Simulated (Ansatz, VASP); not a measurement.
Two plane-wave programs on SnO2

```
Sn O
1.0
     4.72257    0.00000    0.00000
     0.00000    4.73055    0.00000
     0.00000    0.00000    3.19141
Sn O
2 4
Direct
  0.50000 0.50000 0.50000
  0.00000 0.00000 0.00000
  0.30541 0.30678 0.00000
  0.80541 0.19322 0.50000
  0.19459 0.80678 0.50000
  0.69459 0.69322 0.00000
```

Alike in both runs: functional LDA; k mesh 4 × 4 × 6; occupations gaussian, width 0.1 eV; no spin polarisation.

Ansatz relaxed the structure, and its values are those at the end. VASP's run is a single point on that final structure, the one shown.

|  | VASP | Ansatz |
| --- | --- | --- |
| version | VASP 6.6.1 | Ansatz 0.2.0 |
| potentials or method | VASP PAW LDA potentials, release 64 (Sn_d, O) | scalar-relativistic, plane waves, PAW |
| plane-wave cutoff (eV) | 520 | 420 |
| valence electrons in the cell | 52 | 52 |

```csv
,VASP,Ansatz,Ansatz less VASP
gap on the k mesh at the Fermi level (eV),1.17,1.14,-0.035
least direct gap on the mesh (eV),1.17,1.14,-0.035
pressure (GPa),0.6,-0.4,-1.07
rms of the force components (eV/Å),0.010,0.001,-0.0089
```

Caveats: spin-orbit coupling is left out, which moves the levels of the heavy elements. LDA gaps usually lie below the measured ones, often by a third to a half.
